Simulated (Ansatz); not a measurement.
ZrO2 (fluorite, Fm-3m) at seven volumes, PBE in the plane-wave PAW code Ansatz, scaled uniformly. One row is withheld.

```tsv
V (Å³/atom)	P (GPa)
10.154	?
10.488	16.66
10.823	7.67
11.158	0.00
11.493	-6.57
11.827	-12.18
12.162	-16.98
```

Problem. Fit the shown pressures and predict the withheld one.

Solution. P = (3/2)B₀(x^(7/2) − x^(5/2))[1 + (3/4)(B′ − 4)(x − 1)] with x = (V₀/V)^(2/3). Least squares on the six rows gives V₀ = 11.158 Å³/atom, B₀ = 236 GPa, B′ = 4.21. At V = 10.154, x = 1.0649 and P = 27.15 GPa. The run itself gave 27.17 GPa.

This is a known high-temperature phase of the composition, computed here at zero pressure and temperature. Symmetry was held in the PBE relaxation; whether a distortion lowers the energy is not shown. The run is not spin-polarised.

Potentials: the later of the program's two PAW sets.
